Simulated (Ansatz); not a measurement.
**SnO₂ (I4_1/amd), random displacements**

Level of theory: DFT LDA, scalar-relativistic, plane waves, PAW in Ansatz. Settings: plane waves to 420 eV, k-mesh 10×10×10 (Γ-centred), Gaussian smearing 0.05 eV. No spin polarisation. Energies are free energies at this smearing, counted from the undisturbed cell; pressure is positive in compression.

Reference structure (relaxed at this level; this form isn't the usual structure):

```
Sn O
1.0
    -1.98611    1.98611    5.09017
     1.98611   -1.98611    5.09017
     1.98611    1.98611   -5.09017
Sn O
2 4
Direct
  0.75000 0.25000 0.50000
  0.00000 0.00000 0.00000
  0.79700 0.79700 0.00000
  0.95300 0.45300 0.50000
  0.20300 0.20300 0.00000
  0.54700 0.04700 0.50000
```

The atoms are displaced (Å, in the unstrained cell):

| atom | ux | uy | uz |
| --- | --- | --- | --- |
| Sn1 | -0.192 | -0.025 | 0.357 |
| Sn2 | 0.323 | 0.189 | -0.189 |
| O3 | -0.037 | -0.139 | -0.162 |
| O4 | -0.127 | -0.080 | -0.079 |
| O5 | 0.057 | 0.210 | 0.156 |
| O6 | -0.025 | -0.154 | -0.084 |

The cell is not strained.

(1) What are the energy change, the stress and the forces?

Results:

(1) ΔE = 1590.8 meV/atom; stress (xx, yy, zz, yz, xz, xy; compression positive) (80.73, 5.96, 61.76, 10.06, -22.30, -15.73) GPa; gap on the mesh 0.59 eV.
| atom | Fx (eV/Å) | Fy | Fz |
| --- | --- | --- | --- |
| Sn1 | 6.77 | 2.58 | -22.36 |
| Sn2 | -20.06 | -2.09 | 9.38 |
| O3 | -4.16 | 0.89 | 1.34 |
| O4 | 18.39 | -3.29 | 11.64 |
| O5 | 0.07 | -4.95 | -1.03 |
| O6 | -1.01 | 6.86 | 1.03 |

Cost: 1 run of about 1.9 core-minutes, on Intel Xeon Platinum 8375C (Ice Lake) (shared hosts).